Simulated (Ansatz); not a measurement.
TePb:

```
Pb Te
1.0
     0.00000    3.23100    3.23100
     3.23100    0.00000    3.23100
     3.23100    3.23100    0.00000
Pb Te
1 1
Direct
  0.00000 0.00000 0.00000
  0.50000 0.50000 0.50000
```

| Property | Result |
| --- | --- |
| Program | Ansatz 0.2.0 |
| Task | relaxation of cell and atoms |
| Functional | LDA |
| Potentials or basis | Ansatz PAW |
| Cutoff | 420 eV (not typed: the program's choice for these potentials) |
| k mesh | 7 × 7 × 7 |
| Occupations | fermi-dirac, width 0.05 eV |
| Spin | no spin polarisation |

At the start: volume 33.73 Å³/atom.

Task: Where does the relaxation end?

Result: It ends after 4 steps and the volume is 32.48 Å³/atom (-3.7 %); space group Fm-3m (No. 225, to 0.05 Å).

Step by step:
```csv
step,energy change (eV),largest force (eV/Å),volume (Å³)
1,0.0000,0.0000,67.46
2,-0.0132,0.0000,64.02
3,-0.0148,0.0000,64.95
4,-0.0144,0.0000,64.95
```

Final structure:
```
CELL_PARAMETERS angstrom
0.00000 3.19047 3.19047
3.19047 0.00000 3.19047
3.19047 3.19047 0.00000
ATOMIC_POSITIONS crystal
Pb 0.00000 0.00000 0.00000
Te 0.50000 0.50000 0.50000
```

Caveat: the plane-wave basis is chosen anew once the cell has moved, so the energies of steps on either side of that aren't comparable; the PAW data sets come from PBE, with cores solved anew for the run's functional, which leaves a small shift of forces and pressure.
